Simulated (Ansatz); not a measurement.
Te2Mo:

```
CELL_PARAMETERS angstrom
6.34645 0.00000 0.00000
0.00000 3.49422 0.00000
-0.54903 0.00000 14.85616
ATOMIC_POSITIONS crystal
Te 0.06309 0.50000 0.40139
Te 0.93626 0.00000 0.59892
Te 0.56720 0.00000 0.36206
Te 0.43254 0.50000 0.63827
Te 0.09105 0.00000 0.13792
Te 0.90945 0.50000 0.86175
Te 0.58109 0.50000 0.09855
Te 0.41935 0.00000 0.90115
Mo 0.31969 0.00000 0.50683
Mo 0.67978 0.50000 0.49352
Mo 0.18149 0.50000 0.00653
Mo 0.81900 0.00000 0.99309
```

The cell is a database's computed one.

```yaml
Program: Ansatz 0.2.0
Task: relaxation of cell and atoms
Functional: RPBE
Potentials_or_basis: Ansatz PAW
Cutoff: "420 eV (not typed: the program's choice for these potentials)"
k_mesh: 4 × 8 × 2
Occupations: fermi-dirac, width 0.05 eV
Spin: no spin polarisation
```

At the start: volume 27.45 Å³/atom.

Where does the relaxation end?

It ends after 14 steps and the volume is 34.98 Å³/atom (+27.4 %); space group P2_1/m (No. 11, to 0.05 Å).

Step by step:
| step | energy change (eV) | largest force (eV/Å) | volume (Å³) |
| --- | --- | --- | --- |
| 1 | 0.0000 | 0.3186 | 329.45 |
| 2 | -0.1154 | 0.0910 | 343.18 |
| 3 | -0.1678 | 0.0773 | 351.00 |
| 4 | -0.2261 | 0.0448 | 362.87 |
| 5 | -0.2653 | 0.0183 | 379.97 |
| 6 | -0.2659 | 0.0049 | 383.80 |
| 7 | -0.2661 | 0.0007 | 383.05 |
| 8 | -0.2938 | 0.0012 | 383.05 |
| 9 | -0.3078 | 0.0141 | 391.48 |
| 10 | -0.3183 | 0.1119 | 407.90 |
| 11 | -0.3243 | 0.0096 | 414.78 |
| 12 | -0.3237 | 0.0314 | 420.80 |
| 13 | -0.3242 | 0.0014 | 419.73 |
| 14 | -0.3311 | 0.0014 | 419.73 |

Final structure:
```
Te Mo
1.0
     6.42834    0.00000    0.02047
     0.00000    3.49937    0.00000
    -0.50818    0.00000   18.65714
Te Mo
8 4
Cartesian
  0.2008 1.7497 7.8512
  5.7164 0.0000 10.8277
  3.4752 0.0000 7.2729
  2.4420 1.7497 11.4061
  0.5049 0.0000 2.0691
  5.4182 1.7497 16.6071
  3.6625 1.7497 1.4905
  2.2606 0.0000 17.1858
  1.7929 0.0000 9.4287
  4.1243 1.7497 9.2503
  1.1666 1.7497 0.0959
  4.7565 0.0000 18.5803
```

Caveat: the volume moved by over 15 % at a fixed basis, so the end points are rough; the plane-wave basis is chosen anew once the cell has moved, so the energies of steps on either side of that aren't comparable; this functional lacks dispersion, which binds the layers, so the pressure and a relaxed spacing across them are unreliable, and here the layers came unbound; the PAW data sets come from PBE, with cores solved anew for the run's functional, which leaves a small shift of forces and pressure.
